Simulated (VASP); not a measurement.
Here is a VASP 6.6.1 calculation.

File run.py:

```python
from ase.calculators.vasp import Vasp
from ase.eos import EquationOfState
from ase.io import Trajectory
from ase.io import read
from ase.units import GPa

atoms = read('N.cif', primitive_cell=True, subtrans_included=False)
calc = Vasp(
    directory='calc',
    xc='rpbe',
    pp='PBE',
    setups={'base': 'minimal', 'N': '_h'},
    prec='Accurate',
    encut=900,
    ediff=1e-08,
    ismear=0,
    sigma=0.05,
    lreal=False,
    lasph=True,
    nelm=100,
    algo='Normal',
    isif=2,
    lwave=False,
    lcharg=False,
    addgrid=True,
    kpts=[7, 7, 5],
    gamma=True,
)
atoms.calc = calc
cell = atoms.cell.copy()
volumes, energies = [], []
traj = Trajectory('eos.traj', 'w')
for x in [0.94, 0.96, 0.98, 1.0, 1.02, 1.04, 1.06]:
    atoms.set_cell(cell * x ** (1 / 3), scale_atoms=True)
    volumes.append(atoms.get_volume())
    energies.append(atoms.get_potential_energy())
    traj.write(atoms)
    print(f'{x:5.2f} {volumes[-1]:12.5f} {energies[-1]:14.6f}')

v0, e0, B = EquationOfState(volumes, energies, eos='vinet').fit()
print(f'V0 = {v0:.4f} A^3, E0 = {e0:.6f} eV, B = {B / GPa:.2f} GPa')
```

N.cif

```cif
data_N
_cell_length_a 4.08406197
_cell_length_b 4.08406197
_cell_length_c 5.34591325
_cell_angle_alpha 90.00000000
_cell_angle_beta 90.00000000
_cell_angle_gamma 90.00000000
_space_group_name_H-M_alt 'P4_2/mnm'
_space_group_name_Hall '-P 4n 2n'
_space_group_IT_number 136
loop_
_space_group_symop_operation_xyz
'x,y,z'
'-x,-y,-z'
'-y+1/2,x+1/2,z+1/2'
'y+1/2,-x+1/2,-z+1/2'
'-x,-y,z'
'x,y,-z'
'y+1/2,-x+1/2,z+1/2'
'-y+1/2,x+1/2,-z+1/2'
'x+1/2,-y+1/2,-z+1/2'
'-x+1/2,y+1/2,z+1/2'
'-y,-x,-z'
'y,x,z'
'-x+1/2,y+1/2,-z+1/2'
'x+1/2,-y+1/2,z+1/2'
'y,x,-z'
'-y,-x,z'
loop_
_atom_site_label
_atom_site_type_symbol
_atom_site_symmetry_multiplicity
_atom_site_Wyckoff_symbol
_atom_site_fract_x
_atom_site_fract_y
_atom_site_fract_z
_atom_site_occupancy
N1 N 4 f 0.4042752000 0.5957248000 0.5000000000 1
```

Potentials or basis: VASP PAW PBE potentials, release 64 (N_h).

The run is started by

```console
$ python run.py
```

Question: Predict the pressure derivative of the bulk modulus.

Answer: 3.7.

Question: Estimate the bulk modulus at fixed shape and positions.

Answer: 69 GPa.

Question: What does it give for the equilibrium volume?

Answer: 22.65 Å³/atom.

Energy against volume, from the lowest point:
```
volume (Å³/atom)  energy (meV/atom)
          20.954              30.95
          21.400              16.22
          21.846               6.46
          22.292               1.17
          22.738               0.00
          23.184               2.57
          23.629               8.53
```

Caveat: the cutoff is under 1.25 times the usual one of these potentials, so pressure, stress and relaxed cells hold a basis-set (Pulay) error; the cell was scaled at fixed shape and fractional positions, which overstates the stiffness of a crystal with free parameters, most of all of layers and chains; the PAW data sets were made with another functional, which shifts forces and pressure a little.
